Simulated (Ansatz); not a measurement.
**MgTe (zincblende type): independent-particle optics**

Aim: the dielectric function of MgTe (zincblende type) in the independent-particle picture, and how it depends on the functional and on the gap. The runs, in order: HSE06 for the gap; optics with PBE on 6×6×6; optics with r2SCAN on 6×6×6; optics with LDA on 6×6×6; optics with PBE and scissors to the HSE06 gap on 6×6×6; optics with PBE with spin-orbit coupling on 6×6×6.

Computed with Ansatz 0.2.0 (plane waves, PAW; no local fields, no excitons, unless a step's input says otherwise).

1 further run of the same task is left out (it didn't finish).

### 1 The starting structure

It takes space group F-43m (No. 216, cubic). The conventional cell has a = 6.466 Å, b = 6.466 Å, c = 6.466 Å, α = 90.00°, β = 90.00°, γ = 90.00°. Mg (site symmetry -43m) has 4 Te at 2.80 Å as nearest neighbours. Te (site symmetry -43m) is surrounded by 4 Mg at 2.80 Å.

As a file:

```
CELL_PARAMETERS angstrom
0.00000 3.23311 3.23311
3.23311 0.00000 3.23311
3.23311 3.23311 0.00000
ATOMIC_POSITIONS crystal
Mg 0.00000 0.00000 0.00000
Te 0.25000 0.25000 0.25000
```

Cell and atoms come from an earlier r2SCAN relaxation. Spin-orbit coupling, which matters for Te, is in the runs so named alone.

### 2 The gap to aim at

Contents of input.yaml:

```yaml
crystal:
  lattice:
    - [0.0, 3.2331115436, 3.2331115436]
    - [3.2331115436, 0.0, 3.2331115436]
    - [3.2331115436, 3.2331115436, 0.0]
  atoms:
    - { symbol: Mg, position: [0.0, 0.0, 0.0] }
    - { symbol: Te, position: [0.25, 0.25, 0.25] }
kpoints:
  mp_grid: { grid: [4, 4, 4] }
  band_path:
    path:
      - [0.0, 0.0, 0.0]
      - [-0.5, -0.5, 0.0]
      - [-0.375, -0.375, 0.25]
      - [-0.375, 0.0, 0.375]
      - [0.0, 0.0, 0.5]
      - [-0.5, -0.25, 0.25]
    npoints: 1
hamiltonian:
  xc: hse06
scf:
  occupations: { method: fixed }
  n_extra_bands: 4
output:
  forces: true
  stress: true
  eigenvalues: true
```

The run is started by

```sh
> ansatz run input.yaml --threads 4 --pin off --max-ram 3686MiB --backend cpu --events-out ev --progress --plain --runs-dir out
```

The runs that follow: Optics, PBE; Optics, r2SCAN; Optics, LDA; Optics, PBE with a scissors shift; Optics, PBE with spin-orbit coupling.

**Question.** What will the summary of the whole plan be? Wanted: ε∞, PBE; ε∞, r2SCAN; ε∞, LDA; ε∞, PBE with spin-orbit coupling; tallest peak of ε₂, PBE; tallest peak of ε₂, r2SCAN; tallest peak of ε₂, LDA; tallest peak of ε₂, PBE with spin-orbit coupling; HSE06 direct gap.

**Answer**, as computed:

| quantity | value |
| --- | --- |
| ε∞, PBE | 6.05 |
| ε∞, r2SCAN | 5.25 |
| ε∞, LDA | 6.34 |
| ε∞, PBE + 0.86 eV scissors | 5.33 |
| ε∞, PBE with spin-orbit coupling | 6.09 |
| tallest peak of ε₂, PBE | 21.7 at 4.60 eV |
| tallest peak of ε₂, r2SCAN | 19.4 at 5.15 eV |
| tallest peak of ε₂, LDA | 22.3 at 4.50 eV |
| tallest peak of ε₂, PBE + 0.86 eV scissors | 21.8 at 5.50 eV |
| tallest peak of ε₂, PBE with spin-orbit coupling | 20.1 at 4.55 eV |
| HSE06 direct gap | 3.28 eV |

In words: PBE + 0.86 eV scissors has the widest direct gap (3.28 eV) and PBE with spin-orbit coupling the narrowest (2.15 eV); ε∞ is 5.33 and 6.09. Spin-orbit coupling moves the direct gap by -0.26 eV; ε∞ doesn't compare between these two runs, as the bands summed differ. Local fields and excitons are left out: both change ε∞, and without excitons the onset lacks its lines.
